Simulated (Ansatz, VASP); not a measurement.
# Te: VASP beside Ansatz

Contents of INCAR:

```
ALGO     = Normal         # electronic algorithm
EDIFF    = 1E-6           # SCF threshold, eV
ENCUT    = 520            # plane-wave cutoff, eV
GGA      = CA             # functional
ISIF     = 2              # what is computed and relaxed
ISMEAR   = -1             # smearing method
LASPH    = T              # aspherical terms in the spheres
LCHARG   = F              # write CHGCAR
LREAL    = F              # projectors in reciprocal space
LWAVE    = F              # write WAVECAR
NBANDS   = 16             # bands
NELM     = 100            # most SCF steps
PREC     = Accurate       # precision mode
SIGMA    = 0.05           # smearing width, eV
```

File KPOINTS:

```
k-points
0
Gamma
  7 7 5
```

File POSCAR:

```
Te
1.0
    4.3630765282      0.0000000000      0.0000000000
   -2.1815382641      3.7785351121      0.0000000000
    0.0000000000      0.0000000000      5.8030681080
Te
3
Direct
    0.7310000000      0.7310000000      0.0000000000
    0.0000000000      0.2690000000      0.6666666667
    0.2690000000      0.0000000000      0.3333333333
```

Contents of input.yaml:

```yaml
crystal:
  lattice:
    - [4.3630765282, 0.0, 0.0]
    - [-2.1815382641, 3.7785351121, 0.0]
    - [0.0, 0.0, 5.803068108]
  atoms:
    - { symbol: Te, position: [0.731, 0.731, 0.0] }
    - { symbol: Te, position: [0.0, 0.269, 0.6666666667] }
    - { symbol: Te, position: [0.269, 0.0, 0.3333333333] }
kpoints:
  mp_grid: { grid: [7, 7, 5] }
scf:
  occupations: { method: fermi_dirac, width: 0.05 }
hamiltonian:
  xc: lda
  pseudopotentials: { kind: all_electron, lapw: { basis_error: 0.002 } }
output:
  forces: true
  stress: true
  eigenvalues: true
```

Change from the starting cell: volume scaled by 0.94.

Alike in both runs: task single point; functional LDA; k mesh 7 × 7 × 5; occupations fermi-dirac, width 0.05 eV; no spin polarisation.

|  | VASP | Ansatz |
| --- | --- | --- |
| version | VASP 6.6.1 | Ansatz 0.2.0 |
| potentials or method | VASP PAW LDA potentials, release 64 (Te) | all-electron LAPW, scalar-relativistic |
| plane-wave cutoff (eV) | 520 | see its input |

Ansatz gave:

| Property | Result |
| --- | --- |
| gap on the k mesh at the Fermi level (eV) | 0.56 |
| least direct gap on the mesh (eV) | 0.80 |
| pressure (GPa) | 1.3 |
| largest component of the traceless stress (GPa) | 0.98 |
| rms of the force components (eV/Å) | 0.224 |

Question: What did VASP give for the same quantities?

Answer: gap on the k mesh at the Fermi level (eV): 0.55; least direct gap on the mesh (eV): 0.78; pressure (GPa): 1.5; largest component of the traceless stress (GPa): 1.07; rms of the force components (eV/Å): 0.248.

Atom by atom the forces differ by 0.023 eV/Å (rms over components). Ansatz ran all-electron here, so the differences hold the error of VASP's frozen core and of both bases.

Caveats: spin-orbit coupling is left out, which moves the levels of the heavy elements; an odd mesh through Γ misses points on the zone boundary, where band edges often lie.
